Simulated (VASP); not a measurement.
Input of a VASP 6.6.1 run:

The input INCAR:

```
SYSTEM = TiO2
ALGO = Normal ; EDIFF = 1E-6
EDIFFG = -0.01 ; ENCUT = 600
IBRION = 2 ; ISIF = 3
ISMEAR = -1 ; LASPH = .True.
LCHARG = .False. ; LREAL = .False.
LWAVE = .False. ; NELM = 100
NSW = 60 ; PREC = Accurate
SIGMA = 0.05
```

The input KPOINTS:

```
k-points
0
Gamma
  6 6 9
  0 0 0
```

Contents of POSCAR:

```
TiO2
1.0
    4.5998373239      0.0000000000      0.0000000000
    0.0000000000      4.5998373239      0.0000000000
    0.0000000000      0.0000000000      2.9592135600
Ti O
2 4
Direct
    0.0000000000      0.0000000000      0.5000000000
    0.5000000000      0.5000000000      0.0000000000
    0.3043213200      0.3043213200      0.5000000000
    0.1956786800      0.8043213200      0.0000000000
    0.8043213200      0.1956786800      0.0000000000
    0.6956786800      0.6956786800      0.5000000000
```

Potentials or basis: VASP PAW LDA potentials, release 64 (Ti_sv, O).

Run with:

```sh
$ cat potpaw_LDA.64/Ti_sv/POTCAR potpaw_LDA.64/O/POTCAR > POTCAR
$ mpirun -np 1 vasp_std > vasp.out
```

**Question.** Estimate the relaxed volume.

**Answer.** 10.09 Å³/atom.

**Question.** Estimate the band gap on the k mesh.

**Answer.** 1.82 eV, direct.

**Question.** What does it give for the relaxed cell?

**Answer.** a = 4.552 Å, b = 4.552 Å, c = 2.921 Å, α = 90.00°, β = 90.00°, γ = 90.00°.

Final structure:
```xyz
6
Lattice="4.5519 0.0000 0.0000 0.0000 4.5519 0.0000 0.0000 0.0000 2.9213" Properties=species:S:1:pos:R:3 pbc="T T T"
Ti    4.5519    4.5519    1.4607
Ti    2.2760    2.2760    2.9213
O     1.3830    1.3830    1.4607
O     0.8930    3.6589    0.0000
O     3.6589    0.8930    2.9213
O     3.1689    3.1689    1.4607
```

Caveat: an odd mesh through Γ misses points on the zone boundary, where band edges often lie.
